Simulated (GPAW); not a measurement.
The system is FeO (Wuestite).

```
Fe O
1.0
     0.00000    2.15540    2.15540
     2.15540    0.00000    2.15540
     2.15540    2.15540    0.00000
Fe O
1 1
Direct
  0.00000 0.00000 0.00000
  0.50000 0.50000 0.50000
```

Base run:

```yaml
Program: GPAW 26.7.0
Functional: PBEsol
Potentials_or_basis: PAW data sets generated in the run's folder for this functional
Cutoff: 800 eV
Basis: pw
k_mesh: 11 × 11 × 11
Occupations: fermi-dirac, width 0.05 eV
Spin: collinear spin, ferromagnetic start
Starting_moments: "[3.0, 0.0] μB"
Hubbard_terms: Fe d U = 4 eV
```

Its results: pressure -5.3 GPa; net moment 4.02 μB per cell; site moments Fe +3.72; O +0.17 μB.

Problem. The run is repeated on the same cell with these changes: hubbard terms from Fe d U = 4 eV to Fe d U = 2 eV. What comes out?

Solution. Pressure -6.4 GPa; net moment 4.00 μB per cell; site moments Fe +3.63; O +0.20 μB.

Caveats: a cell with one magnetic atom can't hold antiferromagnetic order, which such compounds often take.

Not every run made on this cell is shown here.
